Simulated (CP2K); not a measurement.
Runs of CP2K 2026.2 on CuO (Tenorite). Symmetry: C2/c, No. 15, monoclinic system. Conventional cell: a = 4.684 Å, b = 3.423 Å, c = 5.129 Å, α = 90.00°, β = 99.54°, γ = 90.00°. Cu (site symmetry -1) has 4 O at 1.95 to 1.96 Å as nearest neighbours. O (site symmetry 2) has 4 Cu at 1.95 to 1.96 Å as nearest neighbours. 

```tsv
level	potentials or basis	smearing	EPS_DEFAULT	NGRIDS	points a segment of the path (NPOINTS)	bands added on the path	CUTOFF of the grids	gap on the mesh (eV)	pressure (GPa)	largest force (eV/Å)
PBEsol	POTENTIAL_UZH Cu GTH-PBE-q11, O GTH-PBE-q6; TZVP-MOLOPT-PBE-GTH basis	fermi-dirac 0.01 eV	1.0E-10	4	6	6	600 Ry	none	1.1	0.35
TB-mBJ	POTENTIAL_UZH Cu GTH-PBE-q11, O GTH-PBE-q6; TZVP-MOLOPT-PBE-GTH basis	fermi-dirac 0.1 eV	1.0E-10	5	6	2	850 Ry	none	-	-
LDA	GTH_POTENTIALS Cu GTH-PADE-q11, O GTH-PADE-q6; TZVP-MOLOPT-PBE-GTH basis	fermi-dirac 0.05 eV	1.0E-9	4	6	4	600 Ry	none	-6.1	(b)
r2SCAN	POTENTIAL_UZH Cu GTH-SCAN-q11, O GTH-SCAN-q6; TZVP-MOLOPT-SCAN-GTH basis	fermi-dirac 0.0259 eV	1.0E-10	4	8	4	850 Ry	none	1.0	(a)
```

Alike in all rows: task band structure; no spin polarisation; cell as given; k mesh 10 × 10 × 5.

Fill in the values left out.

(a) 0.30; (b) 0.36.

Caveats: the basis of atomic orbitals isn't converged, which shifts pressures, moduli and gaps; the run has no spin polarisation, though such a crystal can be magnetic; semilocal functionals often make such compounds metallic where correlation or magnetic order opens a gap, which also shifts bond lengths; the potentials were made for another functional, which shifts forces and pressure (some runs); this is a model potential without an energy functional, so only levels have meaning (some runs).

A gap of «none» marks a metal or a gap under the smearing width.

Runs at the PBE level aren't shown here.
